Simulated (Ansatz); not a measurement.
# TiO2: the cost of one run

Program: Ansatz 0.2.0. Level of theory: DFT PBE, scalar-relativistic, plane waves, PAW. These are calculated values, not measurements.

### 1 The starting structure

Symmetry: Pm, No. 6, monoclinic system. Conventional cell: a = 7.568 Å, b = 7.568 Å, c = 9.515 Å, α = 90.00°, β = 90.00°, γ = 90.00°. Ti (site symmetry m) has 6 O at 1.92 to 2.00 Å as nearest neighbours. Ti (site symmetry 1) has 6 O at 1.93 to 1.98 Å as nearest neighbours. Ti (site symmetry m) has 6 O at 1.93 to 1.98 Å as nearest neighbours. Only part of the 36 independent sites is listed.

Cell or atoms stand a little off a more symmetric structure (I4_1/amd at a tolerance of 0.3 Å), so results at this geometry aren't those of that ideal crystal.

As a file:

```cif
data_structure
_symmetry_space_group_name_H-M 'P 1'
_symmetry_Int_Tables_number 1
_cell_length_a 7.5684
_cell_length_b 7.5684
_cell_length_c 9.5146
_cell_angle_alpha 90.000
_cell_angle_beta 90.000
_cell_angle_gamma 90.000
_cell_volume 545.00
loop_
_atom_site_label
_atom_site_type_symbol
_atom_site_fract_x
_atom_site_fract_y
_atom_site_fract_z
_atom_site_occupancy
Ti1 Ti 0.00165 0.00000 0.00165 1
Ti2 Ti 0.75000 0.25000 0.50000 1
Ti3 Ti 0.50000 0.50000 0.00000 1
Ti4 Ti 0.25000 0.75000 0.50000 1
Ti5 Ti 0.25000 0.25000 0.50000 1
Ti6 Ti 0.00000 0.50000 0.00000 1
Ti7 Ti 0.75000 0.75000 0.50000 1
Ti8 Ti 0.50000 0.00000 0.00000 1
Ti9 Ti 0.00000 0.25000 0.25000 1
Ti10 Ti 0.75000 0.50000 0.75000 1
Ti11 Ti 0.50000 0.75000 0.25000 1
Ti12 Ti 0.25000 0.00000 0.75000 1
Ti13 Ti 0.25000 0.50000 0.75000 1
Ti14 Ti 0.00000 0.75000 0.25000 1
Ti15 Ti 0.75000 0.00000 0.75000 1
Ti16 Ti 0.50000 0.25000 0.25000 1
O1 O 0.00000 0.00000 0.20810 1
O2 O 0.75000 0.25000 0.70810 1
O3 O 0.50000 0.50000 0.20810 1
O4 O 0.25000 0.75000 0.70810 1
O5 O 0.25000 0.25000 0.70810 1
O6 O 0.00000 0.50000 0.20810 1
O7 O 0.75000 0.75000 0.70810 1
O8 O 0.50000 0.00000 0.20810 1
O9 O 0.00000 0.25000 0.45810 1
O10 O 0.75000 0.50000 0.95810 1
O11 O 0.50000 0.75000 0.45810 1
O12 O 0.25000 0.00000 0.95810 1
O13 O 0.25000 0.50000 0.95810 1
O14 O 0.00000 0.75000 0.45810 1
O15 O 0.75000 0.00000 0.95810 1
O16 O 0.50000 0.25000 0.45810 1
O17 O 0.00000 0.25000 0.04190 1
O18 O 0.75000 0.50000 0.54190 1
O19 O 0.50000 0.75000 0.04190 1
O20 O 0.25000 0.00000 0.54190 1
O21 O 0.25000 0.50000 0.54190 1
O22 O 0.00000 0.75000 0.04190 1
O23 O 0.75000 0.00000 0.54190 1
O24 O 0.50000 0.25000 0.04190 1
O25 O 0.00000 0.00000 0.79190 1
O26 O 0.75000 0.25000 0.29190 1
O27 O 0.50000 0.50000 0.79190 1
O28 O 0.25000 0.75000 0.29190 1
O29 O 0.25000 0.25000 0.29190 1
O30 O 0.00000 0.50000 0.79190 1
O31 O 0.75000 0.75000 0.29190 1
O32 O 0.50000 0.00000 0.79190 1
```

The structure rests on an entry of the Crystallography Open Database; cell or positions may have been set otherwise for this series.

### 2 Single point: TiO2, no spin

input.yaml

```yaml
crystal:
  lattice:
    - [7.5684, 0.0, 0.0]
    - [0.0, 7.5684, 0.0]
    - [0.0, 0.0, 9.5146]
  atoms:
    - { symbol: Ti, position: [0.00164506, 0.0, 0.00164506] }
    - { symbol: Ti, position: [0.75, 0.25, 0.5] }
    - { symbol: Ti, position: [0.5, 0.5, 0.0] }
    - { symbol: Ti, position: [0.25, 0.75, 0.5] }
    - { symbol: Ti, position: [0.25, 0.25, 0.5] }
    - { symbol: Ti, position: [0.0, 0.5, 0.0] }
    - { symbol: Ti, position: [0.75, 0.75, 0.5] }
    - { symbol: Ti, position: [0.5, 0.0, 0.0] }
    - { symbol: Ti, position: [0.0, 0.25, 0.25] }
    - { symbol: Ti, position: [0.75, 0.5, 0.75] }
    - { symbol: Ti, position: [0.5, 0.75, 0.25] }
    - { symbol: Ti, position: [0.25, 0.0, 0.75] }
    - { symbol: Ti, position: [0.25, 0.5, 0.75] }
    - { symbol: Ti, position: [0.0, 0.75, 0.25] }
    - { symbol: Ti, position: [0.75, 0.0, 0.75] }
    - { symbol: Ti, position: [0.5, 0.25, 0.25] }
    - { symbol: O, position: [0.0, 0.0, 0.2081] }
    - { symbol: O, position: [0.75, 0.25, 0.7081] }
    - { symbol: O, position: [0.5, 0.5, 0.2081] }
    - { symbol: O, position: [0.25, 0.75, 0.7081] }
    - { symbol: O, position: [0.25, 0.25, 0.7081] }
    - { symbol: O, position: [0.0, 0.5, 0.2081] }
    - { symbol: O, position: [0.75, 0.75, 0.7081] }
    - { symbol: O, position: [0.5, 0.0, 0.2081] }
    - { symbol: O, position: [0.0, 0.25, 0.4581] }
    - { symbol: O, position: [0.75, 0.5, 0.9581] }
    - { symbol: O, position: [0.5, 0.75, 0.4581] }
    - { symbol: O, position: [0.25, 0.0, 0.9581] }
    - { symbol: O, position: [0.25, 0.5, 0.9581] }
    - { symbol: O, position: [0.0, 0.75, 0.4581] }
    - { symbol: O, position: [0.75, 0.0, 0.9581] }
    - { symbol: O, position: [0.5, 0.25, 0.4581] }
    - { symbol: O, position: [0.0, 0.25, 0.0419] }
    - { symbol: O, position: [0.75, 0.5, 0.5419] }
    - { symbol: O, position: [0.5, 0.75, 0.0419] }
    - { symbol: O, position: [0.25, 0.0, 0.5419] }
    - { symbol: O, position: [0.25, 0.5, 0.5419] }
    - { symbol: O, position: [0.0, 0.75, 0.0419] }
    - { symbol: O, position: [0.75, 0.0, 0.5419] }
    - { symbol: O, position: [0.5, 0.25, 0.0419] }
    - { symbol: O, position: [0.0, 0.0, 0.7919] }
    - { symbol: O, position: [0.75, 0.25, 0.2919] }
    - { symbol: O, position: [0.5, 0.5, 0.7919] }
    - { symbol: O, position: [0.25, 0.75, 0.2919] }
    - { symbol: O, position: [0.25, 0.25, 0.2919] }
    - { symbol: O, position: [0.0, 0.5, 0.7919] }
    - { symbol: O, position: [0.75, 0.75, 0.2919] }
    - { symbol: O, position: [0.5, 0.0, 0.7919] }
scf:
  occupations: { method: fixed }
output:
  forces: true
  stress: false
  eigenvalues: false
kpoints:
  mp_grid: { grid: [2, 2, 2] }
```

Command:

```bash
ansatz run input.yaml --threads 4 --pin off --max-ram 12288MiB --backend cpu --events-out ev --progress --plain --runs-dir out
```

**Question.** How long does this run take on 4 threads of Intel Xeon Platinum 8488C (Sapphire Rapids), shared host, and how much memory does it need?

About 18 s, with a peak of 2.9 GiB.
